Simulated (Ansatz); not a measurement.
# BN: the cost of one run

Computed with Ansatz 0.2.0 (DFT PBEsol, scalar-relativistic, plane waves, PAW, unless a step's input says otherwise).

2 further runs of the same task are left out: 2 set aside as unsound or not needed.

### Step 1. The starting structure

Symmetry: R3m, No. 160, trigonal system. Conventional cell: a = 2.504 Å, b = 2.504 Å, c = 10.445 Å, α = 90.00°, β = 90.00°, γ = 120.00°. B (site symmetry 3m) has 3 N at 1.45 Å as nearest neighbours. N (site symmetry 3m) has 3 B at 1.45 Å as nearest neighbours.

Coordinates:

```cif
data_structure
_symmetry_space_group_name_H-M 'R3m:H'
_symmetry_Int_Tables_number 160
_cell_length_a 2.5042
_cell_length_b 2.5042
_cell_length_c 10.4446
_cell_angle_alpha 90.000
_cell_angle_beta 90.000
_cell_angle_gamma 120.000
_cell_volume 56.72
loop_
_atom_site_label
_atom_site_type_symbol
_atom_site_symmetry_multiplicity
_atom_site_Wyckoff_symbol
_atom_site_fract_x
_atom_site_fract_y
_atom_site_fract_z
_atom_site_occupancy
B1 B 3 a 0.00000 0.00000 0.00038 1
N1 N 3 a 0.66667 0.33333 0.00052 1
```

It goes back to an entry of the Materials Project, which need not be the stable form.

This cell was relaxed beforehand with the same method: volume 9.45 Å³/atom, gap on the mesh 4.24 eV.

### Step 2. Band edges over the zone

Contents of input.yaml:

```yaml
crystal:
  lattice:
    - [1.2520973351, 0.7228987335, 3.4815292453]
    - [-1.2520973351, 0.7228987335, 3.4815292453]
    - [0.0, -1.445797467, 3.4815292453]
  atoms:
    - { symbol: B, position: [0.9996236947, 0.9996236947, 0.9996236947] }
    - { symbol: "N", position: [0.3328093053, 0.3328093053, 0.3328093053] }
basis:
  ecutwfc: 420
kpoints:
  mp_grid: { grid: [12, 12, 12] }
  band_path: { path: [VBM, CBM], npoints: 2 }
hamiltonian:
  xc: pbesol
scf:
  occupations: { method: gaussian, width: 0.02 }
output:
  forces: true
  stress: true
  eigenvalues: true
checkpoint:
  read: start.run
  write: ck
  compress: false
  write_wavefunctions: false
  write_every: 100000
```

On the command line:

```
$ ansatz run input.yaml --threads 1 --pin off --max-ram 2560MiB --backend cpu --events-out ev --progress --plain --runs-dir out
```

What time and memory should one allow on 1 thread of Arm Neoverse V1, shared host?

About 7.8 s, with a peak of 0.3 GiB.
